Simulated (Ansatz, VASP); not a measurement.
One calculation of InP, two programs

```
In P
1.0
     0.00000    2.79672    2.79672
     2.79672    0.00000    2.79672
     2.79672    2.79672    0.00000
In P
1 1
Direct
  0.00000 0.00000 0.00000
  0.50000 0.50000 0.50000
```

Change from the starting cell: volume scaled by 0.94.

Alike in both runs: task single point; functional PBEsol; k mesh 11 × 11 × 11; occupations fermi-dirac, width 0.03 eV; no spin polarisation.

```csv
,VASP,Ansatz
version,VASP 6.6.1,Ansatz 0.2.0
potentials or method,"VASP PAW PBE potentials, release 64 (In_d, P), cutoff 520 eV","all-electron LAPW, scalar-relativistic"
```

|  | VASP | Ansatz | Ansatz less VASP |
| --- | --- | --- | --- |
| pressure (GPa) | -5.2 | -5.2 | -0.01 |

Ansatz ran all-electron here, so the differences hold the error of VASP's frozen core and of both bases.

Caveats: the PAW data sets were made with another functional, which shifts forces and pressure a little (VASP).
